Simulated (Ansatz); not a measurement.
Wires are cut from relaxed bulk InAs (F-43m, 29.59 Å³/atom, gap on the mesh 0.00 eV); atoms and period are relaxed, and energies count from that bulk. Caps count from half an H2 molecule.

The calculation used DFT PBE, scalar-relativistic, plane waves, PAW in Ansatz 0.2.0.

Cutoff 420 eV, Gaussian smearing of 0.05 eV, energies at zero smearing, symmetry of each start kept, no spin polarisation.

```
                                         start atoms k mesh excess energy (eV per host atom) line energy (eV/Å) period (Å) gap on the mesh (eV) highest filled level or Fermi level under vacuum (eV)
[001] wire, 12 host atoms a period with H caps     26   1×1×9                             0.479               0.925       6.208                  2.90                                                   5.83
[001] wire, 16 host atoms a period with H caps     34   1×1×9                             0.479               1.192       6.425                  2.22                                                   5.55
```

The gap is read on a mesh, which can miss the band edges, so it can be too wide.

Each run keeps its start's symmetry and one magnetic start, so lower states can exist.

Cost: 2 runs of about 39 core-minutes in all, on AMD EPYC 9R45 (Zen 5) (shared hosts).